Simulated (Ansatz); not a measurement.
# SiC: the cost of one run

Program: Ansatz 0.2.0. Level of theory: DFT PBE, scalar-relativistic, plane waves, PAW. These are calculated values, not measurements.

**1. The starting structure**

It takes space group Pmn2_1 (No. 31, orthorhombic). The conventional cell has a = 3.076 Å, b = 31.544 Å, c = 5.048 Å, α = 90.00°, β = 90.00°, γ = 90.00°. Si (site symmetry m) has 3 C at 1.87 to 1.94 Å as nearest neighbours. C (site symmetry m) is surrounded by 3 Si at 1.87 to 1.94 Å. Around Si (site symmetry m) lie 4 C at 1.87 to 1.94 Å. Around C (site symmetry m) lie 4 Si at 1.87 to 1.94 Å. Only part of the 10 independent sites is listed.

As a file:

```
Si C
1.0
     3.07600    0.00000    0.00000
     0.00000    5.04800    0.00000
     0.00000    0.00000   31.54353
Si C
10 10
Direct
  0.00000 0.00000 0.31702
  0.50000 0.50000 0.34517
  0.50000 0.00000 0.40147
  0.00000 0.50000 0.42962
  0.00000 0.00000 0.48592
  0.50000 0.50000 0.51408
  0.50000 0.00000 0.57038
  0.00000 0.50000 0.59853
  0.00000 0.00000 0.65483
  0.50000 0.50000 0.68298
  0.00000 0.61500 0.31702
  0.50000 0.11500 0.34517
  0.50000 0.61500 0.40147
  0.00000 0.11500 0.42962
  0.00000 0.61500 0.48592
  0.50000 0.11500 0.51408
  0.50000 0.61500 0.57038
  0.00000 0.11500 0.59853
  0.00000 0.61500 0.65483
  0.50000 0.11500 0.68298
```

Slab cut from the bulk at the bulk's listed lattice constants, lower half held.

**2. Relaxing the atoms**

Contents of input.yaml:

```yaml
crystal:
  lattice:
    - [3.07599821, 0.0, 0.0]
    - [0.0, 5.048, 0.0]
    - [0.0, 0.0, 31.543534619]
  atoms:
    - { symbol: Si, position: [0.0, 0.0, 0.3170221765] }
    - { symbol: C, position: [0.0, 0.615, 0.3170221765] }
    - { symbol: Si, position: [0.5, 0.5, 0.3451726145] }
    - { symbol: C, position: [0.5, 0.115, 0.3451726145] }
    - { symbol: Si, position: [0.5, 0.0, 0.4014734811] }
    - { symbol: C, position: [0.5, 0.615, 0.4014734811] }
    - { symbol: Si, position: [0.0, 0.5, 0.4296239191] }
    - { symbol: C, position: [0.0, 0.115, 0.4296239191] }
    - { symbol: Si, position: [0.0, 0.0, 0.4859247857] }
    - { symbol: C, position: [0.0, 0.615, 0.4859247857] }
    - { symbol: Si, position: [0.5, 0.5, 0.5140752143] }
    - { symbol: C, position: [0.5, 0.115, 0.5140752143] }
    - { symbol: Si, position: [0.5, 0.0, 0.5703760809] }
    - { symbol: C, position: [0.5, 0.615, 0.5703760809] }
    - { symbol: Si, position: [0.0, 0.5, 0.5985265189] }
    - { symbol: C, position: [0.0, 0.115, 0.5985265189] }
    - { symbol: Si, position: [0.0, 0.0, 0.6548273855] }
    - { symbol: C, position: [0.0, 0.615, 0.6548273855] }
    - { symbol: Si, position: [0.5, 0.5, 0.6829778235] }
    - { symbol: C, position: [0.5, 0.115, 0.6829778235] }
basis:
  ecutwfc: 420.0
  fft_grid_basis: typed
kpoints:
  mp_grid: { grid: [8, 5, 1] }
hamiltonian:
  xc: pbe
scf:
  occupations: { method: gaussian, width: 0.1 }
output:
  forces: true
  eigenvalues: true
efield:
  axis: 3
  dipole_correction: true
  ramp_width: 0.04
relax:
  adjacent_minimum: "off"
  f_tol: 0.04
  max_steps: 40
  constraints: [{ sites: [0, 1, 2, 3, 4, 5, 6, 7, 8, 9] }]
```

The run is started by

```console
$ ansatz run input.yaml --threads 2 --pin off --max-ram 4423MiB --backend cpu --events-out ev --progress --plain --runs-dir out
```

**Question.** How long does this run take on 2 threads of AMD EPYC 9R45 (Zen 5), shared host, and how much memory does it need?

About 58 s, with a peak of 0.96 GiB.
